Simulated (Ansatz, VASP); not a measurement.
## Cu in VASP and in Ansatz

The input INCAR:

```
PREC = Accurate ; ENCUT = 520
EDIFF = 1E-6 ; ISMEAR = 1
SIGMA = 0.2 ; LREAL = F
LASPH = T ; NELM = 100
ALGO = Normal ; ISIF = 2
LWAVE = F ; LCHARG = T
GGA = PS ; LELF = T
LVHAR = T ; NBANDS = 18
```

Contents of KPOINTS:

```
regular mesh
0
Gamma
  6 6 3
```

Contents of POSCAR:

```
Cu
1.0
    2.5340970000      0.0000000000      0.0000000000
   -1.2670480000      2.1945920000      0.0000000000
    0.0000000000      0.0000000000      4.1125710000
Cu
2
Direct
    0.3333333333      0.6666666667      0.2500000000
    0.6666666667      0.3333333333      0.7500000000
```

Input for Ansatz:

```yaml
crystal:
  lattice:
    - [2.534097, 0.0, 0.0]
    - [-1.267048, 2.194592, 0.0]
    - [0.0, 0.0, 4.112571]
  atoms:
    - { symbol: Cu, position: [0.3333333333333333, 0.6666666666666666, 0.25] }
    - { symbol: Cu, position: [0.6666666666666666, 0.3333333333333333, 0.75] }
accuracy: medium
basis:
  ecutwfc: 630.0
kpoints:
  mp_grid:
    grid: [6, 6, 3]
hamiltonian:
  xc: pbesol
scf:
  mixing:
    algorithm: anderson
    beta: 0.3
  occupations:
    method: methfessel_paxton
    width: 0.2
output:
  stress: true
```

This isn't the form of Cu at room conditions, which is fcc.

Alike in both runs: task single point; functional PBEsol; k mesh 6 × 6 × 3; occupations methfessel-paxton of order 1, width 0.2 eV; no spin polarisation.

|  | VASP | Ansatz |
| --- | --- | --- |
| version | VASP 6.6.1 | Ansatz 0.2.0 |
| potentials or method | VASP PAW PBE potentials, release 64 (Cu) | plane waves, PAW |
| plane-wave cutoff (eV) | 520 | 630 |
| valence electrons in the cell | 22 | 38 |

Ansatz gave:

| Property | Result |
| --- | --- |
| pressure (GPa) | -1.3 |
| largest component of the traceless stress (GPa) | 0.55 |

Problem. Which values does VASP return?

Solution. Pressure (GPa): -0.5; largest component of the traceless stress (GPa): 0.47.

The two sets of potentials don't hold the same shells in valence.

Caveats: the k mesh is coarse (spacing up to 0.51 Å⁻¹), so the values aren't converged; the PAW data sets were made with another functional, which shifts forces and pressure a little (VASP).
